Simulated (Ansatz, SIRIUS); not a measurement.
Given: the input of a run of Ansatz 0.2.0 on TiAl. Atoms were shifted at random by some hundredths of an Å from the given cell, which wasn't relaxed again for these runs. 

File input.yaml:

```yaml
crystal:
  lattice:
    - [2.8373, 0.0, 0.0]
    - [0.0, 2.8373, 0.0]
    - [0.0, 0.0, 4.0591]
  atoms:
    - { symbol: Ti, position: [0.002346, 0.014705, -0.005412] }
    - { symbol: Al, position: [0.510234, 0.511136, 0.505428] }
hamiltonian:
  xc: pbesol
  pseudopotentials: { kind: paw }
kpoints:
  mp_grid: { grid: [9, 9, 7] }
scf:
  occupations: { method: fermi_dirac, width: 0.05 }
output:
  forces: true
  stress: true
  eigenvalues: true
```

Potentials or basis: Ansatz PAW.

Run with:

```sh
$ ansatz run input.yaml --threads 1 --pin off --max-ram 3584MiB --backend cpu --events-out ev --progress --plain --runs-dir out
```

Question: What does the same run look like in SIRIUS 7.12.0? Potentials or basis there: PseudoDojo 0.4.1 PBEsol standard (scalar relativistic), cutoff 1152 eV.

Answer: As run (cutoffs and basis follow the program's own potentials, and thresholds, step limits or extra output files can differ):

Contents of sirius.json:

```json
{
  "control": {
    "processing_unit": "cpu",
    "verbosity": 2,
    "num_bands_to_print": 14,
    "print_forces": true,
    "print_stress": true
  },
  "parameters": {
    "electronic_structure_method": "pseudopotential",
    "xc_functionals": ["XC_GGA_X_PBE_SOL", "XC_GGA_C_PBE_SOL"],
    "gk_cutoff": 9.2,
    "pw_cutoff": 18.4,
    "ngridk": [9, 9, 7],
    "shiftk": [0, 0, 0],
    "smearing": "fermi_dirac",
    "smearing_width": 0.0018374661,
    "num_bands": 14,
    "num_mag_dims": 0,
    "num_dft_iter": 100,
    "energy_tol": 1e-08,
    "density_tol": 1e-06
  },
  "iterative_solver": {
    "type": "davidson",
    "min_tolerance": 1e-10
  },
  "mixer": {
    "type": "anderson",
    "beta": 0.7,
    "max_history": 8
  },
  "settings": {
    "tol_ne": 1e-10,
    "pseudo_grid_cutoff": 6.5
  },
  "unit_cell": {
    "lattice_vectors": [
      [5.361719933401, 0.0, 0.0],
      [0.0, 5.361719933401, 0.0],
      [0.0, 0.0, 7.670587312468]
    ],
    "atom_coordinate_units": "lattice",
    "atom_types": ["Ti", "Al"],
    "atom_files": {
      "Ti": "Ti.json",
      "Al": "Al.json"
    },
    "atoms": {
      "Ti": [
        [0.002346, 0.014705, -0.005412]
      ],
      "Al": [
        [0.510234, 0.511136, 0.505428]
      ]
    }
  }
}
```

Potentials or basis: PseudoDojo 0.4.1 PBEsol standard (scalar relativistic).

Run with:

```sh
$ upf_to_json Ti.upf
$ upf_to_json Al.upf
$ OMP_NUM_THREADS=1 sirius.scf --input=sirius.json --output=out.json --task=0
```

Both were run:

|  | Ansatz | SIRIUS |
| --- | --- | --- |
| Pressure | -3.8 GPa | -3.9 GPa |
| Largest force | 0.256 eV/Å | 0.259 eV/Å |

Ansatz's pressure holds a Pulay term of +0.04 GPa for its cutoff of 420 eV, which the other run lacks.

Ansatz's potentials were made for PBE.

Where Ansatz's input types no cutoff or centring, it takes its own default and a Γ-centred mesh.

Pressure is positive in compression.
